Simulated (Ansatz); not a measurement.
**Compressing RbCl: a fit and a missing row**

RbCl, Fm-3m, a = 6.698 Å. Ansatz: PBE, PAW, 420 eV, Γ-centred 6×6×6 mesh on 2 atoms, Gaussian smearing 0.02 eV; no spin polarisation. Symmetry fixes shape and atoms, so the cell is only scaled; pressure is positive in compression.

| V (Å³/atom) | P (GPa) |
| --- | --- |
| 33.058 | ? |
| 34.185 | 1.70 |
| 35.312 | 1.03 |
| 36.439 | 0.47 |
| 37.566 | 0.01 |
| 38.693 | -0.39 |
| 39.820 | -0.71 |
| 41.323 | -1.07 |

**Question.** Take V0 = 37.566 Å³/atom, count pressures from its P0 = 0.01 GPa, fit the third-order Birch–Murnaghan form to the other rows, and predict the missing pressure.

**Answer.** With the Eulerian strain f = ½[(V0/V)^(2/3) − 1] and y = (P − P0)/[3f(1 + 2f)^(5/2)], the form is the line y = B0 + 1.5 B0 (B0′ − 4) f. Rows (f, y): 0.03245, 14.83; 0.02106, 14.56; 0.01026, 14.20; -0.00976, 14.35; -0.01905, 13.88; -0.03078, 13.71. Means f = 0.0006967, y = 14.255; Σ(Δf)² = 0.003004, ΣΔfΔy = 0.04751; the slope is their ratio. y = 14.24 + 15.81 f GPa, so B0 = 14.2 GPa and B0′ = 4 + 2 × (15.81)/(3 × 14.24) = 4.74. At V = 33.058, f = 0.04448, y = 14.943 and P = 2.48 GPa. The run gave 2.50 GPa, so the fit is 0.02 GPa too low, a small miss on the scale of the series.